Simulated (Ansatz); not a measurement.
# CoSi (P2_13): relaxation of the ions, by script

A script is to give a relaxation of the ions; the system is CoSi (P2_13).

The COD entry's cell or inner coordinates are ideal or old and differ from later refinements, so a difference from it is no clean test against experiment.

All numbers are computed with Ansatz 0.2.0 through its Python package. Level of theory: DFT PBE, plane waves, PAW.

## Step 1: The structure

The structure is cubic, space group P2_13 (No. 198). The conventional cell has a = 4.438 Å, b = 4.438 Å, c = 4.438 Å, α = 90.00°, β = 90.00°, γ = 90.00°. Around Co (site symmetry 3) lie 7 Si at 2.28 to 2.47 Å. Si (site symmetry 3) has 7 Co at 2.28 to 2.47 Å in its first shell of neighbours.

The script holds or builds the structure itself.

## Step 2: Script

The input, relax.py:

```python
import ansatz as az
from ase import Atoms
from ase.data import atomic_numbers
from ase.neighborlist import neighbor_list
import matplotlib.pyplot as plt
import numpy as np
import spglib

atoms = Atoms(
    ["Co", "Co", "Co", "Co", "Si", "Si", "Si", "Si"],
    scaled_positions=[
        (0.14, 0.14, 0.14),
        (0.36, 0.86, 0.64),
        (0.64, 0.36, 0.86),
        (0.86, 0.64, 0.36),
        (0.843, 0.843, 0.843),
        (0.657, 0.157, 0.343),
        (0.343, 0.657, 0.157),
        (0.157, 0.343, 0.657),
    ],
    cell=[
        (4.438, 0.0, 0.0),
        (0.0, 4.438, 0.0),
        (0.0, 0.0, 4.438),
    ],
    pbc=True,
)
atoms.set_initial_magnetic_moments([1.8, 1.8, 1.8, 1.8, 0.0, 0.0, 0.0, 0.0])
cosi = az.Crystal.from_ase(atoms)

calculation = cosi.move(3, to=(0.893799, 0.64, 0.36)).calculation()
calculation = calculation.functional("PBE")
calculation = calculation.basis(38 * az.Ry).kpoints(spacing=0.36)
calculation = calculation.occupations("fermi_dirac", width=100 * az.meV).spin("collinear")
calculation = calculation.relax(force_tolerance=0.01)
steps = []


def follow(event):
    if event["event"] != "relax_step":
        return
    row = event["data"]
    steps.append(row)
    print(f"step {row['step']:3d}  E = {row['lagrangian_ev']:.5f} eV  largest force component = {row['allowed_force_max_ev_ang']:.4f} eV/A")


outcome = calculation.session().plan(threads=1).execute(on_event=follow)
r = outcome.report

first, last = steps[0], steps[-1]
symbols = [site.symbol for site in outcome.lattice.sites]
print(f"energy gained {first['lagrangian_ev'] - last['lagrangian_ev']:.4f} eV in {len(steps) - 1} steps")

fractions = [site.position_frac for site in outcome.lattice.sites]
numbers = [atomic_numbers[s] for s in symbols]
for tolerance in (1e-3, 1e-2, 1e-1):
    print(f"space group at {tolerance} A:", spglib.get_spacegroup((outcome.lattice.cell_ang, fractions, numbers), symprec=tolerance))

print("atom   start x y z (A)              end x y z (A)")
for symbol, a, b in zip(symbols, first["positions_ang"], last["positions_ang"]):
    print(f"{symbol:3s}", " ".join(f"{v:8.4f}" for v in a), "  ", " ".join(f"{v:8.4f}" for v in b))

fig, (top, bottom) = plt.subplots(2, 1, sharex=True, figsize=(4.5, 4))
top.plot([s["lagrangian_ev"] - last["lagrangian_ev"] for s in steps], "o-")
top.set_ylabel("E - E(final) (eV)")
bottom.semilogy([max(s["allowed_force_max_ev_ang"], 1e-6) for s in steps], "s-")
bottom.set(xlabel="step", ylabel="largest force (eV/A)")
fig.tight_layout()
fig.savefig("relax.png", dpi=100)

final = Atoms(symbols, positions=last["positions_ang"], cell=outcome.lattice.cell_ang, pbc=True)
i, j, d = neighbor_list("ijd", final, 4.5)
print("neighbours within 1.15 times the shortest distance of each atom (A)")
for atom in range(len(final)):
    near = [m for m in np.argsort(d) if i[m] == atom]
    shell = [m for m in near if d[m] < 1.15 * d[near[0]]]
    print(f"{symbols[atom]}{atom} ({len(shell)}):", ", ".join(f"{symbols[j[m]]} {d[m]:.3f}" for m in shell))

n_atoms = len(r["lattice"]["sites"])
print("F =", round(r["free_energy_ev"], 4), "eV for", n_atoms, "atoms")
print("E(sigma -> 0) =", round(r["energy_sigma0_ev"], 4), "eV, TS =", round(r["entropy_ts_ev"], 5), "eV")
print("closed by", r["closed_by"], "after", r["n_iterations"], "iterations")

print(calculation.to_python())
```

## Step 3: The run

On the command line:

```bash
> python relax.py
```

The program printed, shortened:

```text
[...]
step   1  E = -23052.55558 eV  largest force component = 2.1269 eV/A
step   2  E = -23052.66283 eV  largest force component = 1.2567 eV/A
step   3  E = -23052.73965 eV  largest force component = 0.0312 eV/A
step   4  E = -23052.73965 eV  largest force component = 0.0311 eV/A
step   5  E = -23052.73992 eV  largest force component = 0.0053 eV/A
energy gained 0.1843 eV in 4 steps
space group at 0.001 A: P2_13 (198)
space group at 0.01 A: P2_13 (198)
space group at 0.1 A: P2_13 (198)
atom   start x y z (A)              end x y z (A)
Co    0.6213   0.6213   0.6213      0.6610   0.6422   0.6423
Co    1.5977   3.8167   2.8403      1.5955   3.7958   2.8612
Co    2.8403   1.5977   3.8167      2.8799   1.5767   3.7958
Co    3.9667   2.8403   1.5977      3.8146   2.8613   1.5767
Si    3.7412   3.7412   3.7412      3.7601   3.7414   3.7413
Si    2.9158   0.6968   1.5222      2.9344   0.6966   1.5223
Si    1.5222   2.9158   0.6968      1.5411   2.9157   0.6967
Si    0.6968   1.5222   2.9158      0.7153   1.5224   2.9158
neighbours within 1.15 times the shortest distance of each atom (A)
Co0 (7): Si 2.319, Si 2.337, Si 2.337, Si 2.337, Si 2.438, Si 2.439, Si 2.439
Co1 (7): Si 2.319, Si 2.337, Si 2.337, Si 2.337, Si 2.438, Si 2.438, Si 2.438
Co2 (7): Si 2.319, Si 2.337, Si 2.337, Si 2.337, Si 2.438, Si 2.438, Si 2.438
Co3 (7): Si 2.319, Si 2.337, Si 2.337, Si 2.337, Si 2.438, Si 2.438, Si 2.438
Si4 (7): Co 2.319, Co 2.337, Co 2.337, Co 2.337, Co 2.438, Co 2.438, Co 2.438
Si5 (7): Co 2.319, Co 2.337, Co 2.337, Co 2.337, Co 2.438, Co 2.438, Co 2.438
Si6 (7): Co 2.319, Co 2.337, Co 2.337, Co 2.337, Co 2.438, Co 2.438, Co 2.439
Si7 (7): Co 2.319, Co 2.337, Co 2.337, Co 2.337, Co 2.438, Co 2.438, Co 2.439
F = -23052.7399 eV for 8 atoms
E(sigma -> 0) = -23052.701 eV, TS = 0.07792 eV
closed by deck_thresholds after 8 iterations
(
    az.Lattice.of(((4.438, 0.0, 0.0), (0.0, 4.438, 0.0), (0.0, 0.0, 4.438)))
    .atom("Co", (0.14, 0.14, 0.14), moment=1.8)
    .atom("Co", (0.36, 0.86, 0.64), moment=1.8)
    .atom("Co", (0.64, 0.36, 0.86), moment=1.8)
    .atom("Co", (0.893799, 0.64, 0.36), moment=1.8)
    .atom("Si", (0.843, 0.843, 0.843), moment=0.0)
    .atom("Si", (0.657, 0.157, 0.343), moment=0.0)
    .atom("Si", (0.343, 0.657, 0.157), moment=0.0)
    .atom("Si", (0.157, 0.343, 0.657), moment=0.0)
    .calculation()
    .basis(cutoff=517.016338673772)
    .kpoints(spacing=0.36)
    .functional("pbe")
    .spin("collinear")
    .occupations(method="fermi_dirac", width=0.1)
    .relax(force_tolerance=0.01)
)
```

(Warnings from the package without file and line, shortened, repeats left out.)

Wall time 2.1 min (1 thread of Intel Xeon 6975P-C (Granite Rapids), shared host); peak memory 0.82 GiB.

## Step 4: What the engine kept of the run

From the engine's report, whether the script printed it or not:

```csv
item,value
SCF cycles in all,50
k-points solved,36
plane waves,2325
bands,55
valence electrons,84
free energy (eV),-23052.73992
Fermi level (eV),16.692
```

## Step 5: How the relaxation went

Step by step:

| step | energy from step 1 (eV/cell) | largest force component (eV/Å) |
| --- | --- | --- |
| 1 | 0.0000 | 2.1269 |
| 2 | -0.1073 | 1.2567 |
| 3 | -0.1841 | 0.0312 |
| 4 | -0.1841 | 0.0311 |
| 5 | -0.1843 | 0.0053 |

Step 1 is the start.

## Step 6: Again, from the shell

The engine's input of that run, saved to a file, gives the whole log.

The input, input.yaml:

```yaml
crystal:
  lattice:
    - [4.438, 0.0, 0.0]
    - [0.0, 4.438, 0.0]
    - [0.0, 0.0, 4.438]
  atoms:
    - { symbol: Co, position: [0.14, 0.14, 0.14], spin: 1.8 }
    - { symbol: Co, position: [0.36, 0.86, 0.64], spin: 1.8 }
    - { symbol: Co, position: [0.64, 0.36, 0.86], spin: 1.8 }
    - { symbol: Co, position: [0.893799, 0.64, 0.36], spin: 1.8 }
    - { symbol: Si, position: [0.843, 0.843, 0.843], spin: 0.0 }
    - { symbol: Si, position: [0.657, 0.157, 0.343], spin: 0.0 }
    - { symbol: Si, position: [0.343, 0.657, 0.157], spin: 0.0 }
    - { symbol: Si, position: [0.157, 0.343, 0.657], spin: 0.0 }
basis:
  ecutwfc: 517.0163386738
kpoints:
  mp_grid: { kspacing: 0.36 }
hamiltonian:
  xc: pbe
magnetization:
  spin_polarized: true
scf:
  occupations: { method: fermi_dirac, width: 0.1 }
relax:
  f_tol: 0.01
```

On the command line:

```bash
> ansatz run input.yaml --threads 1 --pin off --max-ram 3072MiB --backend cpu --events-out ev --progress --plain --runs-dir out
```

The program printed, shortened:

```text
Warning: RAYON_NUM_THREADS=1 ignored (pool sized by the plan → 1); use --threads N
[...]
Pseudopotentials: kind: paw
Pseudopotential: Co, paw, valence charge 17, recommended cutoff 420 eV (normal), Co.paw.azcp
Pseudopotential: Si, paw, valence charge 4, recommended cutoff 420 eV (normal), Si.paw.azcp
Functional definition: PBE
[...]
Crystal: 8 atoms, lattice volume = 87.410 Å³
Basis set: ecut = 517.0163386738 eV, 2325 PW (Γ), exchange–correlation on 72×72×72 points (8 copies of the dense FFT grid, shifted against one another)
Bands: 55, of which v1, the nominal top of the filled ones, is band 42 counted from 1 (41 counted from 0)
Symmetry: 1 space group operations
Space group: P1 (ITA 1), of the structure as read, at distance tolerance 4.4e-5 Å
Magnetic group: BNS 1.1 (UNI 1), of the structure as read, at distance tolerance 4.4e-5 Å
k-points: 36 of 64 (time reversal used)
[...]
Starting moments: Σ|m| = 7.2 μB on 4 of 8 sites
[...]
WARN: the starting moments were not kept: the SCF closed with an absolute magnetisation of 1.9e-5 μB, where they sum to 7.2 μB in size (4 sites). That is at most 0.1 of that sum. Measured as dr2_m measures the in/out step, that magnetisation stands 1.8e-10 eV from none, at or under the [...]
  atom   3  Co    -0.00038933     0.00161421     0.00072799
  atom   4  Co    -0.00065578    -0.00115625     0.00109562
  atom   5  Si     0.00493995     0.00428281     0.00512593
  atom   6  Si    -0.00478002    -0.00424162     0.00484061
  atom   7  Si     0.00466719    -0.00505507    -0.00488255
  atom   8  Si    -0.00400908     0.00428895    -0.00533130
[...]
--- Relaxed structure (5 steps of the walk, 5 accepted, 0 SCFs on fresh bases) ---
  F+E_penalty+E_count = -23052.73991529 eV   max|allowed force component| = 5.332e-3 eV/Å
  atoms:
    - { symbol: Co, position: [0.1489330765971259, 0.14471215279799807, 0.14472340740266196] }
    - { symbol: Co, position: [0.3595104852316792, 0.8552846062405384, 0.644708741826651] }
    - { symbol: Co, position: [0.6489277246512622, 0.3552717901866979, 0.8552862714286774] }
    - { symbol: Co, position: [0.8595391648451728, 0.6447176046798434, 0.3552749329914824] }
    - { symbol: Si, position: [0.8472427235816035, 0.8430287593210646, 0.8430076754357809] }
    - { symbol: Si, position: [0.6612040940070861, 0.15697135453346328, 0.343019732019524] }
    - { symbol: Si, position: [0.34725938098614884, 0.656985508872706, 0.15697924841712435] }
    - { symbol: Si, position: [0.1611823500999212, 0.3430282233676881, 0.6569999904780979] }
```

Wall time 2 min (1 thread of Intel Xeon 6975P-C (Granite Rapids), shared host); peak memory 0.61 GiB.

Script and command line differ by 0.000 meV in the energy.

## Step 7: Results

| quantity | value |
| --- | --- |
| free energy | -23052.7399 eV (-2881.5925 eV/atom) |
| moment, net / absolute | 0.00 / 0.00 μB per cell |
| moves of the relaxation | 3 |
| energy gained | 23.0 meV/atom |
| last largest force component | 0.0053 eV/Å |

In words: After 3 moves the largest shift is 0.155 Å, of atom 4 (Co). The script had first distorted the structure, so the gain undoes that, in part or whole. Within 0.02 Å the atoms end in space group P2_13, from P1 at the start. The starting moments died away: the state reached is non-magnetic. The SCF didn't keep the moments it started from (some shrank, vanished or turned); what is printed is the state reached. The mesh is modest for a metal, so energies can be off by several to tens of meV an atom and pressures by half a GPa or more; differences at equal mesh fare better. Energies along a relaxation are free energies. A last row that repeats the one before re-solves the same geometry more tightly. Of the deposited cell: the entry's cell lengths or inner coordinates differ somewhat from later room-temperature determinations. The starting moments were not kept in at least one run, so it stands on a weaker or other magnetic state than the one typed.
